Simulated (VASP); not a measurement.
NiO:

```xyz
2
Lattice="0.0000 2.0859 2.0859 2.0859 0.0000 2.0859 2.0859 2.0859 0.0000" Properties=species:S:1:pos:R:3 pbc="T T T"
Ni    0.0000    0.0000    0.0000
O     2.0859    2.0859    2.0859
```

```yaml
Program: VASP 6.6.1
Task: relaxation of cell and atoms
Functional: LDA
Potentials_or_basis: VASP PAW LDA potentials, release 64 (Ni, O)
Cutoff: 600 eV
k_mesh: 11 × 11 × 11
Occupations: fermi-dirac, width 0.05 eV
Spin: collinear spin, ferromagnetic start
Starting_moments: "[1.0, 0.0] μB"
```

At the start: pressure -19.9 GPa; volume 9.08 Å³/atom.

Where does the relaxation end?

Over 3 steps the energy falls by 54.6 meV/atom and the volume is 8.28 Å³/atom (-8.8 %); space group Fm-3m (No. 225, to 0.05 Å); moment 0.28 μB per cell.

The path:
| step | energy change (eV) | largest force (eV/Å) | pressure (GPa) | volume (Å³) |
| --- | --- | --- | --- | --- |
| 1 | 0.0000 | 0.0000 | -19.89 | 18.15 |
| 2 | -0.0273 | 0.0000 | 23.66 | 15.35 |
| 3 | -0.1092 | 0.0000 | -0.27 | 16.56 |

Final structure:
```
Ni O
1.0
     0.00000    2.02291    2.02291
     2.02291    0.00000    2.02291
     2.02291    2.02291    0.00000
Ni O
1 1
Cartesian
  0.0000 0.0000 0.0000
  2.0229 2.0229 2.0229
```
